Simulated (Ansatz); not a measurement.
Runs of Ansatz 0.2.0 on FeGe2. It takes space group I4/mcm (No. 140, tetragonal). Conventional cell: a = 5.919 Å, b = 5.919 Å, c = 4.903 Å, α = 90.00°, β = 90.00°, γ = 90.00°. Ge (site symmetry m2m) has 4 Fe at 2.55 Å and 3 Ge at 2.59 to 2.92 Å as nearest neighbours. Fe (site symmetry 422) has 2 Fe at 2.45 Å and 8 Ge at 2.55 Å as nearest neighbours. The cell is a database's computed one.

```csv
level,U,hubbard projectors,double counting,gap on the mesh (eV),pressure (GPa),moment (μB),relaxed volume (Å³/atom)
PBEsol+U,Fe d U = 5 eV,ortho-atomic (the default),fll (the default),none,0.0,4.95,15.82
PBEsol+U,Fe d U = 3 eV,ortho-atomic (the default),fll (the default),none,0.0,(a),14.54
PBEsol+U,Fe d U = 2 eV,ortho-atomic (the default),fll (the default),none,0.0,(b),14.04
PBEsol,-,-,-,none,0.0,2.14,13.72
PBEsol+U,Fe d U = 1 eV,ortho-atomic (the default),fll (the default),none,0.0,(c),13.85
```

Alike in all rows: task relaxation of cell and atoms; potentials or basis Ansatz PAW; spin collinear, ferromagnetic start; cell relaxed; k mesh 7 × 7 × 7; cutoff (eV) 420; smearing fermi-dirac 0.05 eV.

Problem. Estimate the missing entries.

Solution. (a) 3.96; (b) 3.10; (c) 2.67.

Caveats: the plane-wave basis is chosen anew once the cell has moved, so the energies of steps on either side of that aren't comparable; the PAW data sets come from PBE, with cores solved anew for the run's functional, which leaves a small shift of forces and pressure; the magnetic or orbital state may not be the lowest (some runs); the U is typed as a test and isn't derived for this compound (some runs).

A k mesh can miss the band edges, and the runs leave out spin-orbit coupling on Ge.

A gap of «none» marks a metal or a gap under the smearing width.
